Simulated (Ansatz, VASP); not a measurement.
Two plane-wave programs on S

```xyz
1
Lattice="0.0000 1.9944 1.9944 2.0741 0.0000 1.9944 2.0741 1.9944 0.0000" Properties=species:S:1:pos:R:3 pbc="T T T"
S     0.0000    0.0000    0.0000
```

Change from the starting cell: strain +0.0400 x Voigt [1, 0, 0, 0, 0, 0], atoms carried along.

Alike in both runs: task single point; functional PBE; dispersion D3(BJ); k mesh 20 × 20 × 20; occupations gaussian, width 0.15 eV; no spin polarisation.

|  | VASP | Ansatz |
| --- | --- | --- |
| version | VASP 6.6.1 | Ansatz 0.2.0 |
| potentials or method | VASP PAW PBE potentials, release 64 (S) | scalar-relativistic, plane waves, PAW |
| plane-wave cutoff (eV) | 520 | 420 |
| valence electrons in the cell | 6 | 6 |

```csv
,VASP,Ansatz,Ansatz less VASP
gap on the k mesh at the Fermi level (eV),none,none,-
pressure (GPa),-6.6,-6.4,+0.13
largest component of the traceless stress (GPa),2.22,2.22,0.000
```

A gap of «none» marks a metal or a gap that the smearing closes. With one functional, cell and mesh, what is left measures potentials, basis and numerics.

Caveats: pairwise dispersion overbinds metals, which lowers pressure and volume.
